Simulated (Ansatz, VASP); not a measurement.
# SnO2 in VASP and in Ansatz

```xyz
3
Lattice="0.0000 2.5832 2.5832 2.5832 0.0000 2.5832 2.5832 2.5832 0.0000" Properties=species:S:1:pos:R:3 pbc="T T T"
Sn    0.0000    0.0000    0.0000
O     1.2916    1.2916    1.2916
O     3.8747    3.8747    3.8747
```

Alike in both runs: task single point; functional r2SCAN; k mesh 8 × 8 × 8; no spin polarisation.

|  | VASP | Ansatz |
| --- | --- | --- |
| version | VASP 6.6.1 | Ansatz 0.2.0 |
| potentials or method | VASP PAW PBE potentials, release 64 (Sn_d, O) | plane waves, PAW |
| plane-wave cutoff (eV) | 520 | 500 |
| occupations | gaussian, width 0.01 eV | fixed |
| valence electrons in the cell | 26 | 26 |

```tsv
	VASP	Ansatz	Ansatz less VASP
gap on the k mesh at the Fermi level (eV)	0.26	0.25	-0.014
pressure (GPa)	-10.5	-11.5	-1.05
```

Caveats: the PAW data sets were made with another functional, which shifts forces and pressure a little (VASP); spin-orbit coupling is left out, which moves the levels of the heavy elements.
